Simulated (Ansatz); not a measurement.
Input file:

```yaml
accuracy: low
crystal:
  lattice:
    - [-4.1348, -7.161684, 0.0]
    - [6.2022, -3.580842, 0.0]
    - [0.0, 0.0, 6.749]
  atoms:
    - { symbol: Cd, position: [0.51596625, 0.33541869, 0.00934281] }
    - { symbol: Cd, position: [0.4545518, 0.68145853, 0.50999401] }
    - { symbol: S, position: [0.48377828, 0.35339108, 0.37999096] }
    - { symbol: S, position: [0.48643642, 0.65795466, 0.87699964] }
    - { symbol: Cd, position: [0.2488495, 0.82263505, 0.03450726] }
    - { symbol: Cd, position: [0.23589608, 0.19227665, 0.51484181] }
    - { symbol: S, position: [0.2057321, 0.85514702, 0.39334423] }
    - { symbol: S, position: [0.28654473, 0.13309486, 0.87661049] }
    - { symbol: Cd, position: [0.03664518, 0.28105506, 0.0157598] }
    - { symbol: Cd, position: [-0.0593347, 0.6891462, 0.43436633] }
    - { symbol: S, position: [-0.01334178, 0.3429401, 0.37103279] }
    - { symbol: S, position: [0.1085201, 0.57962436, 0.8347049] }
    - { symbol: Cd, position: [0.7143797, 0.86333097, -0.00861148] }
    - { symbol: Cd, position: [0.73487392, 0.18965032, 0.50499691] }
    - { symbol: S, position: [0.68884938, 0.86808461, 0.35769197] }
    - { symbol: S, position: [0.76632047, 0.18085903, 0.87463313] }
    - { symbol: S, position: [0.86104707, 0.62412302, 0.79144503] }
basis:
  ecutwfc: 420.0
kpoints:
  mp_grid: { grid: [2, 2, 2] }
hamiltonian:
  xc: pbe
  dispersion: d3bj
scf:
  occupations: { method: fermi_dirac, width: 0.05 }
  lower_state_search: "off"
md:
  timestep: 2
  n_steps: 140
  ensemble: nve
  temperature: 2400.0
  initial_velocities: maxwell_boltzmann
  seed: 788822
```

Command:

```bash
$ ansatz run input.yaml --threads 2 --pin off --max-ram 5120MiB --backend cpu --events-out ev --progress --plain --runs-dir out
```

Hardware: 2 threads of Arm Neoverse V2 (shared host).

Task: Roughly how long does this run take, and how much memory?

Result: 17 min, with a peak of 1.2 GiB, for 141 ionic steps.
